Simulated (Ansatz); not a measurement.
## BaTe (model cell, started as wurtzite): relaxing the cell for a phonon run: cost of one run

Ansatz 0.2.0; DFT PBEsol, scalar-relativistic, plane waves, PAW; PAW set soft_1. The cell holds 4 atoms.

The structure was built from a prototype and need not be the compound's stable phase.

input.yaml

```yaml
crystal:
  lattice:
    - [5.46465, 0.0, 0.0]
    - [-2.73232, 4.73252, 0.0]
    - [0.0, 0.0, 8.92377]
  atoms:
    - { symbol: Ba, position: [0.333333, 0.666667, 0.0] }
    - { symbol: Ba, position: [0.666667, 0.333333, 0.5] }
    - { symbol: Te, position: [0.333333, 0.666667, 0.375] }
    - { symbol: Te, position: [0.666667, 0.333333, 0.875] }
kpoints:
  mp_grid: { grid: [6, 6, 4] }
hamiltonian:
  xc: pbesol
  pseudopotentials: { kind: paw, azcp: { folder: soft_1 }, xc_functional: pbe }
scf:
  occupations: { method: gaussian, width: 0.02 }
output:
  forces: true
  stress: true
  eigenvalues: true
relax:
  adjacent_minimum: "off"
  f_tol: 0.005
  max_steps: 80
  cell: { stress_tol: 0.05 }
```

Run with:

```console
ansatz run input.yaml --threads 4 --pin off --max-ram 10240MiB --backend cpu --events-out ev --progress --plain --runs-dir out
```

The cutoff in use is 420 eV. For reference, a run of the same kind (4 atoms, 40 k-points, 32 bands and 4,043 plane waves; 15 SCF cycles) took 9.9 s and 0.63 GiB on the same hardware.

**Question.** How long does this run take on 4 threads of Arm Neoverse V2, shared host, and how much memory does it need?

At two electrons a band, the 52 electrons need 26 bands, and 6 more are carried. Symmetry cuts the 6×6×4 mesh from 144 to 21 points. The run has 21 k-points, 32 bands and 4,043 plane waves. Taking the work of a cycle as k-points × spins × bands × plane waves, that is 0.53 times the reference, or 5.2 s at the reference's 15 cycles. The run needed 62 SCF cycles over 10 ionic steps, which makes it about 22 s. One copy of the wavefunctions takes 0.04 GiB at 16 bytes a coefficient, against 0.077 GiB in the reference; grids, projectors and work arrays come on top. Measured: about 33 s, with a peak of 0.58 GiB. The run took longer than this simple count says.

[Logs are printed without paths, hosts, clocks, repeated set-up lines and the standing remarks that a program may print on its own settings, such as how far it seeks lower states.]

[Hosts, paths, dates, database ids (printed as entryN), source tags and the programs' standing remarks are cut or masked in the printed files.]
